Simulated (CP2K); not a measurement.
# CdS (Hawleyite) (F-43m) in CP2K: further runs

Aim: see how the results for CdS (Hawleyite) move with the level of theory and the settings. Levels: PBEsol, LDA, r2SCAN, TB-mBJ. Tasks: band structure.

Program: CP2K 2026.2. These are calculated values, not measurements. Logs are shortened: lines on timing, memory, paths and dates and some standing lists are left out, and cuts for length are marked.

## Step 1: The crystal as given

It takes space group F-43m (No. 216, cubic). Conventional cell: a = 5.833 Å, b = 5.833 Å, c = 5.833 Å, α = 90.00°, β = 90.00°, γ = 90.00°. Cd (site symmetry -43m) is surrounded by 4 S at 2.53 Å. S (site symmetry -43m) has 4 Cd at 2.53 Å as nearest neighbours.

## Step 2: Band structure, PBEsol

The input, cds_bands.inp:

```
&GLOBAL
  PROJECT cds_bands
  RUN_TYPE ENERGY_FORCE
  PRINT_LEVEL LOW
&END GLOBAL
&FORCE_EVAL
  METHOD QS
  STRESS_TENSOR ANALYTICAL
  &DFT
    BASIS_SET_FILE_NAME BASIS_MOLOPT_UZH
    POTENTIAL_FILE_NAME POTENTIAL_UZH
    &MGRID
      CUTOFF 450
      REL_CUTOFF 60
      NGRIDS 4
    &END MGRID
    &QS
      METHOD GPW
      EPS_DEFAULT 1.0E-9
    &END QS
    &KPOINTS
      SCHEME MONKHORST-PACK 8 8 8
      GAMMA_CENTERED T
      SYMMETRY T
      SYMMETRY_BACKEND SPGLIB
    &END KPOINTS
    &SCF
      SCF_GUESS ATOMIC
      EPS_SCF 1.0E-6
      MAX_SCF 100
      ADDED_MOS 10
      CHOLESKY OFF
      EPS_EIGVAL 1.0E-7
      &DIAGONALIZATION ON
        ALGORITHM STANDARD
      &END DIAGONALIZATION
      &MIXING ON
        METHOD BROYDEN_MIXING
        ALPHA 0.4
        BETA 1.5
        NBUFFER 8
      &END MIXING
      &SMEAR ON
        METHOD FERMI_DIRAC
        ELECTRONIC_TEMPERATURE 580.23
      &END SMEAR
    &END SCF
    &XC
      &XC_FUNCTIONAL
        &GGA_X_PBE_SOL
        &END GGA_X_PBE_SOL
        &GGA_C_PBE_SOL
        &END GGA_C_PBE_SOL
      &END XC_FUNCTIONAL
    &END XC
    &PRINT
      &KPOINTS ON
      &END KPOINTS
      &MULLIKEN ON
      &END MULLIKEN
      &MO ON
        ENERGIES T
        OCCUPATION_NUMBERS T
        &EACH
          QS_SCF 0
        &END EACH
        ADD_LAST NUMERIC
      &END MO
      &LOWDIN ON
      &END LOWDIN
      &HIRSHFELD ON
        SHAPE_FUNCTION DENSITY
      &END HIRSHFELD
      &BAND_STRUCTURE
        FILE_NAME bands.bs
        ADDED_MOS 2
        &KPOINT_SET
          UNITS B_VECTOR
          NPOINTS 10
          SPECIAL_POINT GAMMA 0.00000000 0.00000000 0.00000000
          SPECIAL_POINT X 0.50000000 0.00000000 0.50000000
          SPECIAL_POINT W 0.50000000 0.25000000 0.75000000
          SPECIAL_POINT K 0.37500000 0.37500000 0.75000000
          SPECIAL_POINT GAMMA 0.00000000 0.00000000 0.00000000
          SPECIAL_POINT L 0.50000000 0.50000000 0.50000000
          SPECIAL_POINT U 0.62500000 0.25000000 0.62500000
          SPECIAL_POINT W 0.50000000 0.25000000 0.75000000
          SPECIAL_POINT L 0.50000000 0.50000000 0.50000000
          SPECIAL_POINT K 0.37500000 0.37500000 0.75000000
        &END KPOINT_SET
        &KPOINT_SET
          UNITS B_VECTOR
          NPOINTS 10
          SPECIAL_POINT U 0.62500000 0.25000000 0.62500000
          SPECIAL_POINT X 0.50000000 0.00000000 0.50000000
        &END KPOINT_SET
      &END BAND_STRUCTURE
    &END PRINT
  &END DFT
  &SUBSYS
    &CELL
      A 4.1245538547 0.0000000000 0.0000000000
      B 2.0622769273 3.5719684174 0.0000000000
      C 2.0622769273 1.1906561391 3.3676841202
      PERIODIC XYZ
    &END CELL
    &COORD
      SCALED
      Cd  0.0000000000 0.0000000000 0.0000000000
      S   0.7500000000 0.7500000000 0.7500000000
    &END COORD
    &KIND Cd
      BASIS_SET TZVP-MOLOPT-PBE-GTH-q12
      POTENTIAL GTH-PBE-q12
    &END KIND
    &KIND S
      BASIS_SET TZVP-MOLOPT-PBE-GTH-q6
      POTENTIAL GTH-PBE-q6
    &END KIND
    &PRINT
      &ATOMIC_COORDINATES ON
      &END ATOMIC_COORDINATES
      &CELL ON
      &END CELL
    &END PRINT
  &END SUBSYS
  &PRINT
    &FORCES ON
    &END FORCES
    &STRESS_TENSOR ON
    &END STRESS_TENSOR
  &END PRINT
&END FORCE_EVAL
```

Potentials or basis: POTENTIAL_UZH Cd GTH-PBE-q12, S GTH-PBE-q6; TZVP-MOLOPT-PBE-GTH basis.

The run is started by

```sh
OMP_NUM_THREADS=1 cp2k.psmp -i cds_bands.inp -o cds_bands.out
```

cds_bands.out:

```text

 CP2K| version string:                                       CP2K version 2026.2
 CP2K| Input file name                                             cds_bands.inp

 GLOBAL| Force Environment number                                              1
 GLOBAL| Basis set file name                                    BASIS_MOLOPT_UZH
 GLOBAL| Potential file name                                       POTENTIAL_UZH
 GLOBAL| MM Potential file name                                     MM_POTENTIAL
 GLOBAL| Coordinate file name                                      __STD_INPUT__
 GLOBAL| Method name                                                        CP2K
 GLOBAL| Project name                                                  cds_bands
 GLOBAL| Run type                                                   ENERGY_FORCE
 GLOBAL| FFT library                                                       FFTW3
[... 6 lines left out ...]
 GLOBAL| Total number of message passing processes                             1
 GLOBAL| Number of threads for this process                                    1
 GLOBAL| CPU model name                                 Intel(R) Xeon(R) 6975P-C

 CELL| Volume [angstrom^3]:                                            49.615336
 CELL| Vector a [angstrom]:       4.125     0.000     0.000   |a| =     4.124554
 CELL| Vector b [angstrom]:       2.062     3.572     0.000   |b| =     4.124554
 CELL| Vector c [angstrom]:       2.062     1.191     3.368   |c| =     4.124554
 CELL| Angle (b,c), alpha [degree]:                                    60.000000
 CELL| Angle (a,c), beta  [degree]:                                    60.000000
 CELL| Angle (a,b), gamma [degree]:                                    60.000000
 CELL| Numerically orthorhombic:                                              NO
 CELL| Periodicity                                                           XYZ

 CELL_REF| Volume [angstrom^3]:                                        49.615336
 CELL_REF| Vector a [angstrom     4.125     0.000     0.000   |a| =     4.124554
 CELL_REF| Vector b [angstrom     2.062     3.572     0.000   |b| =     4.124554
 CELL_REF| Vector c [angstrom     2.062     1.191     3.368   |c| =     4.124554
 CELL_REF| Angle (b,c), alpha [degree]:                                60.000000
 CELL_REF| Angle (a,c), beta  [degree]:                                60.000000
 CELL_REF| Angle (a,b), gamma [degree]:                                60.000000
 CELL_REF| Numerically orthorhombic:                                          NO
 CELL_REF| Periodicity                                                       XYZ
[... 9 lines left out ...]
 TOTAL NUMBERS AND MAXIMUM NUMBERS

  Total number of            - Atomic kinds:                                   2
                             - Atoms:                                          2
                             - Shell sets:                                     2
                             - Shells:                                        17
                             - Primitive Cartesian functions:                  9
                             - Cartesian basis functions:                     58
                             - Spherical basis functions:                     51

  Maximum angular momentum of- Orbital basis functions:                        3
                             - Local part of the GTH pseudopotential:          0
                             - Non-local part of the GTH pseudopotential:      4

 MODULE QUICKSTEP: ATOMIC COORDINATES IN ANGSTROM

   Atom Kind Element         X             Y             Z       Z(eff)     Mass
      1    1 Cd   48      0.000000      0.000000      0.000000  12.0000 112.4110
      2    2 S    16      6.186831      3.571968      2.525763   6.0000  32.0650

 SCF PARAMETERS         Density guess:                                    ATOMIC
                        --------------------------------------------------------
                        max_scf:                                             100
[... 7 lines left out ...]
                        --------------------------------------------------------
                        level_shift [a.u.]:                             0.000000
                        added MOs                                        10    0
                        --------------------------------------------------------
                        Mixing method:                            BROYDEN_MIXING
                                                charge density mixing in g-space
                        --------------------------------------------------------
                        Smear method:                                FERMI_DIRAC
                        Electronic temperature [K]:                        580.2
                        Electronic temperature [a.u.]:                  1.84E-03
                        Accuracy threshold:                             1.00E-10
[... 60 lines left out ...]
     1 NoMix/Diag. 0.40E+00    1.1     1.44439362       -56.2735043373 -5.63E+01
     2 Broy./Diag. 0.40E+00    1.1     0.04390138       -56.2318249226  4.17E-02
     3 Broy./Diag. 0.40E+00    1.2     0.09653602       -56.2068319429  2.50E-02
     4 Broy./Diag. 0.40E+00    1.1     0.00439759       -56.2384742377 -3.16E-02
     5 Broy./Diag. 0.40E+00    1.1     0.00322013       -56.2406879573 -2.21E-03
     6 Broy./Diag. 0.40E+00    1.2     0.00205533       -56.2211591386  1.95E-02
     7 Broy./Diag. 0.40E+00    1.1     0.00063237       -56.2106215356  1.05E-02
     8 Broy./Diag. 0.40E+00    1.2     0.00040798       -56.2148392840 -4.22E-03
     9 Broy./Diag. 0.40E+00    1.2     0.00019661       -56.2179475741 -3.11E-03
    10 Broy./Diag. 0.40E+00    1.2     0.00002186       -56.2175938758  3.54E-04
    11 Broy./Diag. 0.40E+00    1.2     0.00000784       -56.2175118348  8.20E-05
    12 Broy./Diag. 0.40E+00    1.2     0.00000126       -56.2175159184 -4.08E-06
    13 Broy./Diag. 0.40E+00    1.2     0.00000274       -56.2175079319  7.99E-06
    14 Broy./Diag. 0.40E+00    1.2     0.00000083       -56.2175055558  2.38E-06

  *** SCF run converged in    14 steps ***

  Electronic density on regular grids:        -17.9999999810        0.0000000190
  Core density on regular grids:               17.9999999795       -0.0000000205
  Total charge density on r-space grids:       -0.0000000015
  Total charge density g-space grids:          -0.0000000015

  Overlap energy of the core charge distribution:               0.00000000032173
  Self energy of the core charge distribution:                -98.03046065360920
  Core Hamiltonian energy:                                     29.37935624915006
  Hartree energy:                                              21.20341437628059
  Exchange-correlation energy:                                 -8.76981550862705
  Electronic entropic energy:                                  -0.00000001935798
  Fermi energy:                                                 0.13771245481683

  Total energy:                                               -56.21750555584142
  Total energy (extrapolated to T->0):                        -56.21750554616243

 MO| EIGENVALUES AND OCCUPATION NUMBERS FOR K POINT 1
 MO|
 MO|  Index      Eigenvalue [a.u.]        Eigenvalue [eV]             Occupation
 MO|      1              -0.324180              -8.821389               2.000000
 MO|      2              -0.162312              -4.416738               2.000000
 MO|      3              -0.162312              -4.416738               2.000000
 MO|      4              -0.147183              -4.005044               2.000000
 MO|      5              -0.147183              -4.005044               2.000000
 MO|      6              -0.144120              -3.921704               2.000000
[... 343 lines left out ...]
 MO|     18               0.728296              19.817950               0.000000
 MO|     19               0.785775              21.382036               0.000000
 MO| Sum:                                                              18.000000
 MO| E(Fermi):            0.137712 a.u.          3.747346 eV

 [... the levels of further k-points ...]

 !-----------------------------------------------------------------------------!
                     Mulliken Population Analysis

 #  Atom  Element  Kind  Atomic population                           Net charge
       1     Cd       1         11.220587                              0.779413
       2     S        2          6.779413                             -0.779413
 # Total charge                             18.000000                  0.000000

 !-----------------------------------------------------------------------------!

 !-----------------------------------------------------------------------------!
                           Hirshfeld Charges

  #Atom  Element  Kind  Ref Charge     Population                    Net charge
      1       Cd     1      12.000         11.736                         0.264
      2       S      2       6.000          6.264                        -0.264

  Total Charge                                                           -0.000
 !-----------------------------------------------------------------------------!

 LOWDIN POPULATION ANALYSIS

 #  Atom  Element  Kind  Atomic population                           Net charge
       1     Cd       1         12.877758                             -0.877758
       2     S        2          5.122242                              0.877758
 # Total charge                             18.000000                  0.000000

 KPOINTS| Band Structure Calculation
 KPOINTS| Number of k-point sets                                               2
 KPOINTS| Number of added MOs/bands                                            2
 KPOINTS| Number of k-points in set    1                                      91
 KPOINTS| In units of b-vector [2pi/Bohr]
 KPOINTS| Special point     1       GAMMA     0.000000     0.000000     0.000000
 KPOINTS| Special point     2           X     0.500000     0.000000     0.500000
 KPOINTS| Special point     3           W     0.500000     0.250000     0.750000
 KPOINTS| Special point     4           K     0.375000     0.375000     0.750000
 KPOINTS| Special point     5       GAMMA     0.000000     0.000000     0.000000
 KPOINTS| Special point     6           L     0.500000     0.500000     0.500000
 KPOINTS| Special point     7           U     0.625000     0.250000     0.625000
 KPOINTS| Special point     8           W     0.500000     0.250000     0.750000
 KPOINTS| Special point     9           L     0.500000     0.500000     0.500000
 KPOINTS| Special point    10           K     0.375000     0.375000     0.750000
 KPOINTS| Number of k-points in set    2                                      11
 KPOINTS| In units of b-vector [2pi/Bohr]
 KPOINTS| Special point     1           U     0.625000     0.250000     0.625000
 KPOINTS| Special point     2           X     0.500000     0.000000     0.500000

 ENERGY| Total FORCE_EVAL ( QS ) energy [hartree]            -56.217501723769026

 FORCES| Atomic forces [hartree/bohr]
 FORCES|   Atom     x               y               z               |f|
 FORCES|      1 -1.82463648E-09  4.31523188E-11 -1.03490233E-08   1.05087318E-08
 FORCES|      2  2.17120952E-09  1.55758058E-10  1.04904410E-08   1.07139051E-08
 FORCES| Sum     3.46573033E-10  1.98910376E-10  1.41417641E-10
 FORCES| Total atomic force                                       4.23883421E-10

 STRESS| Analytical stress tensor [bar]
 STRESS|                        x                   y                   z
 STRESS|      x        6.30175521488E+03  -1.22551288457E-01  -8.41395306965E-02
 STRESS|      y       -1.22551288457E-01   6.30190131511E+03  -5.89453611060E-02
 STRESS|      z       -8.41395306965E-02  -5.89453611060E-02   6.30199480258E+03
 STRESS| 1/3 Trace                                             6.30188377752E+03
 STRESS| Determinant                                           2.50271368212E+11

 STRESS| Eigenvectors and eigenvalues of the analytical stress tensor [bar]
 STRESS|                        1                   2                   3
 STRESS| Eigenvalues   6.30165480174E+03   6.30196942719E+03   6.30202710364E+03
 STRESS|      x           0.828174564227     -0.535460779087     -0.165555565376
 STRESS|      y           0.480649089999      0.830467012168     -0.281604321670
 STRESS|      z           0.288276505201      0.153643404541      0.945140392106
```

Run time: 20 s. Hardware: 1 thread of Intel Xeon 6975P-C (Granite Rapids), shared host; peak memory 0.34 GiB.

What came out:

```
Free energy             : -1529.7560 eV
Pressure                : 0.6 GPa
Band gap on the k mesh  : 0.98 eV, direct
Band gap along the path : 0.98 eV, direct
Mulliken charges        : Cd +0.78; S -0.78 e
Hirshfeld charges       : Cd +0.26; S -0.26 e
```

Levels at the corners of the path, in eV from the valence-band top:
```
point  band 7  band 8  band 9  band 10  band 11  band 12
    Γ    0.00    0.00    0.00     0.98     6.66     6.66
    X   -4.05   -1.94   -1.94     3.40     4.26     9.06
    W   -4.00   -2.36   -2.26     5.33     5.39     7.33
    K   -4.04   -2.62   -1.58     4.12     5.38     8.39
    Γ    0.00    0.00    0.00     0.98     6.66     6.66
    L   -4.52   -0.78   -0.78     2.89     6.98     6.98
    U   -4.04   -2.62   -1.58     4.12     5.38     8.39
    W   -4.00   -2.36   -2.26     5.33     5.39     7.33
    L   -4.52   -0.78   -0.78     2.89     6.98     6.98
    K   -4.04   -2.62   -1.58     4.12     5.38     8.39
    U   -4.04   -2.62   -1.58     4.12     5.38     8.39
    X   -4.05   -1.94   -1.94     3.40     4.26     9.06
```

Caveat: Mulliken charges move with the basis; the potentials were made for another functional, which shifts forces and pressure; the basis of atomic orbitals isn't converged, which shifts pressures, moduli and gaps.

(Part 1 of 3 ends here.)
